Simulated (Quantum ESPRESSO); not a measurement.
Ag:

```xyz
1
Lattice="0.0000 2.0427 2.0427 2.0427 0.0000 2.0427 2.0427 2.0427 0.0000" Properties=species:S:1:pos:R:3 pbc="T T T"
Ag    0.0000    0.0000    0.0000
```

```yaml
Program: Quantum ESPRESSO 7.5
Task: relaxation of cell and atoms
Functional: revPBE
Potentials_or_basis: PseudoDojo 0.4.1 SR PBE standard
Cutoff: 1116 eV
Density_cutoff: 4463 eV
k_mesh: 11 × 11 × 11
Occupations: fermi-dirac, width 0.05 eV
Spin: no spin polarisation
```

At the start: pressure 7.2 GPa; volume 17.05 Å³/atom.

How do energy, volume and symmetry change on relaxing?

Over 4 steps the energy falls by 28.5 meV/atom and the volume is 18.36 Å³/atom (+7.7 %); space group Fm-3m (No. 225, to 0.05 Å).

Step by step:
```
step  energy change (eV)  largest force (eV/Å)  pressure (GPa)  volume (Å³)
   1              0.0000                0.0000            7.19        17.05
   2             -0.0196                0.0000            3.63        17.62
   3             -0.0282                0.0000            0.46        18.26
   4             -0.0285                0.0000            0.04        18.36
```

Final structure:
```
CELL_PARAMETERS angstrom
0.00000 2.09367 2.09367
2.09367 0.00000 2.09367
2.09367 2.09367 0.00000
ATOMIC_POSITIONS crystal
Ag 0.00000 0.00000 0.00000
```

Caveat: the potentials were made for another functional, which shifts forces and pressure.
